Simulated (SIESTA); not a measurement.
**I under changes of volume**

One of the cells (42.631 Å³/atom); the others are scaled copies at fixed shape and fractional positions:

```xyz
4
Lattice="3.6350 -2.3950 0.0000 3.6350 2.3950 0.0000 0.0000 0.0000 9.7934" Properties=species:S:1:pos:R:3 pbc="T T T"
I     3.6350   -0.7152    3.7646
I     3.6350    1.6799    1.1321
I     3.6350    0.7152    6.0288
I     3.6350   -1.6799    8.6613
```

* Program: SIESTA 5.4.2
* Functional: LDA
* Potentials or basis: PseudoDojo 0.4 standard (LDA files)
* Basis: DZP (energy shift 0.003 Ry)
* Grid cutoff: 500 Ry
* Energy shift: 0.003 Ry
* k mesh: 7 × 7 × 3
* Occupations: fermi-dirac, width 0.05 eV
* Spin: no spin polarisation

| volume (Å³/atom) | energy over the lowest point (meV/atom) | pressure (GPa) | gap on the mesh (eV) | largest force (eV/Å) |
| --- | --- | --- | --- | --- |
| 40.073 | 6.54 | 1.3 | 1.23 | 1.918 |
| 40.926 | 1.47 | 0.6 | 1.18 | 1.687 |
| 41.778 | 0.00 | 0.0 | 1.13 | 1.474 |
| 42.631 | ? | ? | ? | ? |
| 43.483 | 6.27 | -1.1 | 1.04 | 1.094 |
| 44.336 | 13.32 | -1.5 | 1.00 | 0.925 |
| 45.189 | 22.58 | -1.9 | 0.96 | 0.770 |

Task: What does the run at 42.631 Å³/atom give?

Result: Energy over the lowest point 1.72 meV/atom; pressure -0.6 GPa; gap on the mesh 1.08 eV; largest force 1.276 eV/Å.

Worked out: A Birch-Murnaghan fit of order 3 (a polynomial in V^(-2/3)) to the other rows has its minimum at 41.73 Å³/atom with B0 = V·E''(V) = 30 GPa and B' = 5.0 at fixed shape and positions, which overstates the stiffness. It gives 1.73 meV/atom at 42.631 Å³/atom, against the run's 1.72, and -dE/dV = -0.6 GPa, against -0.6. A straight line through the other rows of the gap, of slope -2.25 eV per unit of ln V, gives 1.09 eV, against the run's 1.08.

Energies are extrapolated to zero smearing.

Caveats: spin-orbit coupling is left out, which moves the levels of the heavy elements; an odd mesh through Γ misses points on the zone boundary, where band edges often lie; the basis of atomic orbitals isn't converged, which shifts pressures, moduli and gaps; forces of over 1 eV/Å show positions far from the minimum, so gaps and moduli don't describe the material at rest (some runs).
